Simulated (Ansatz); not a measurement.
# BeTe (rocksalt type): the cost of one run

Computed with Ansatz 0.2.0 (DFT PBEsol, with the methods named in each step, unless a step's input says otherwise).

## Step 1: Starting point

It takes space group Fm-3m (No. 225, cubic). Conventional cell: a = 5.301 Å, b = 5.301 Å, c = 5.301 Å, α = 90.00°, β = 90.00°, γ = 90.00°. Around Be (site symmetry m-3m) lie 6 Te at 2.65 Å. Te (site symmetry m-3m) has 6 Be at 2.65 Å as nearest neighbours.

Coordinates:

```
CELL_PARAMETERS angstrom
0.00000 2.65074 2.65074
2.65074 0.00000 2.65074
2.65074 2.65074 0.00000
ATOMIC_POSITIONS crystal
Be 0.00000 0.00000 0.00000
Te 0.50000 0.50000 0.50000
```

Whether this phase is the stable one at these pressures isn't tested.

Atoms are numbered in the order of the input: Be1, Te2.

## Step 2: The reference volume, LAPW

The input, input.yaml:

```yaml
crystal:
  lattice:
    - [0.0, 2.6507383111, 2.6507383111]
    - [2.6507383111, 0.0, 2.6507383111]
    - [2.6507383111, 2.6507383111, 0.0]
  atoms:
    - { symbol: Be, position: [0.0, 0.0, 0.0] }
    - { symbol: Te, position: [0.5, 0.5, 0.5] }
kpoints:
  mp_grid: { grid: [15, 15, 15] }
  band_path:
    path:
      - [0.0, 0.0, 0.0]
      - [0.5, 0.0, 0.5]
      - [0.625, 0.25, 0.625]
      - [0.375, 0.375, 0.75]
      - [0.0, 0.0, 0.0]
      - [0.5, 0.5, 0.5]
      - [0.5, 0.25, 0.75]
      - [0.5, 0.0, 0.5]
    npoints: 14
scf:
  occupations: { method: fermi_dirac, width: 0.08 }
hamiltonian:
  xc: pbesol
  pseudopotentials: { kind: all_electron, lapw: { basis_error: 0.001 } }
output:
  forces: true
  stress: true
  eigenvalues: true
  populations: true
  dos: { projected: true, de: 0.2, e_range: [-14, 8] }
```

Started as:

```sh
ansatz run input.yaml --threads 1 --pin off --max-ram 2048MiB --backend cpu --events-out ev --progress --plain --runs-dir out
```

Q: Estimate wall time and peak memory on 1 thread of Arm Neoverse V2, shared host.

About 15 s, with a peak of 0.34 GiB.
